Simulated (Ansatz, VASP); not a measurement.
**Bi: VASP beside Ansatz**

The input POSCAR:

```
Bi
1.0
    0.0000000000      2.4274905635      2.8503843381
    2.2623954780      0.0000000000      2.8503843381
    2.2623954780      2.4274905635      0.0000000000
Bi
1
Direct
    0.0000000000      0.0000000000      0.0000000000
```

The input INCAR.step1:

```
SYSTEM = Bi
PREC = Accurate ; ENCUT = 600
ISMEAR = 0 ; SIGMA = 0.1
LREAL = .FALSE. ; LASPH = .TRUE.
NELM = 100 ; GGA = PE
ALGO = Normal ; EDIFF = 1E-4
LWAVE = .TRUE. ; LCHARG = .FALSE.
```

INCAR.step2

```
SYSTEM = Bi
PREC = Accurate ; ENCUT = 600
EDIFF = 1E-7 ; ISMEAR = 0
SIGMA = 0.1 ; LREAL = .FALSE.
LASPH = .TRUE. ; NELM = 100
ALGO = Normal ; ISIF = 3
LWAVE = .FALSE. ; LCHARG = .FALSE.
METAGGA = R2SCAN ; LMIXTAU = .TRUE.
IBRION = 2 ; NSW = 90
EDIFFG = -0.04 ; ISTART = 1
```

KPOINTS

```
regular mesh
0
G
  6 6 6
  0 0 0
```

Input for Ansatz:

```yaml
crystal:
  lattice:
    - [0.0, 2.4274905635, 2.8503843381]
    - [2.262395478, 0.0, 2.8503843381]
    - [2.262395478, 2.4274905635, 0.0]
  atoms:
    - { symbol: Bi, position: [0.0, 0.0, 0.0] }
basis:
  ecutwfc: 500
kpoints:
  mp_grid: { grid: [6, 6, 6] }
hamiltonian:
  xc: r2scan
scf:
  occupations: { method: gaussian, width: 0.1 }
  lower_state_search: "off"
output:
  forces: true
  stress: true
  eigenvalues: true
relax:
  adjacent_minimum: "off"
  f_tol: 0.04
  max_steps: 70
  cell: { stress_tol: 0.4 }
```

Alike in both runs: task relaxation of cell and atoms; functional r2SCAN; k mesh 6 × 6 × 6; occupations gaussian, width 0.1 eV; no spin polarisation.

|  | VASP | Ansatz |
| --- | --- | --- |
| version | VASP 6.6.1 | Ansatz 0.2.0 |
| potentials or method | VASP PAW PBE potentials, release 64 (Bi_d) | scalar-relativistic, plane waves, PAW |
| plane-wave cutoff (eV) | 600 | 500 |
| valence electrons in the cell | 15 | 15 |

```tsv
	VASP	Ansatz	Ansatz less VASP
gap on the k mesh at the Fermi level, each at its own relaxed structure (eV)	none	none	-
relaxed volume (Å³/atom)	31.27	31.30	+0.035
relaxed cell length with the largest relative difference (Å)	3.795	3.802	+0.0078
energy change over the relaxation (meV/atom)	-16	-16	0.0
```

A gap of «none» marks a metal or a gap that the smearing closes.

Caveats: the k mesh is coarse (spacing up to 0.37 Å⁻¹), so the values aren't converged; the PAW data sets were made with another functional, which shifts forces and pressure a little (VASP); spin-orbit coupling is left out, which moves the levels of the heavy elements.
